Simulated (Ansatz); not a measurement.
Sn:

```xyz
1
Lattice="-1.8947 1.8947 1.8947 1.8947 -1.8947 1.8947 1.8947 1.8947 -1.8947" Properties=species:S:1:pos:R:3 pbc="T T T"
Sn    0.0000    0.0000    0.0000
```

This isn't the form of Sn at room conditions, which is tetragonal (white tin).

Base run:

```yaml
Program: Ansatz 0.2.0
Functional: PBEsol
Potentials_or_basis: all-electron LAPW, scalar-relativistic
Cutoff: 171 eV
Density_cutoff: 684 eV
Basis_error_allowed: 0.001 eV/atom
k_mesh: 10 × 10 × 10
Occupations: fermi-dirac, width 0.05 eV
Spin: no spin polarisation
```

Its results: band gap on the k mesh none (metal or under the smearing width); pressure -2.2 GPa.

Question: The run is repeated on the same cell with these changes: functional from PBEsol to LDA; occupations from fermi-dirac, width 0.05 eV to gaussian, width 0.02 eV. What comes out?

Answer: Band gap on the k mesh none (metal or under the smearing width); pressure -3.4 GPa.

Not every run made on this cell is shown here.
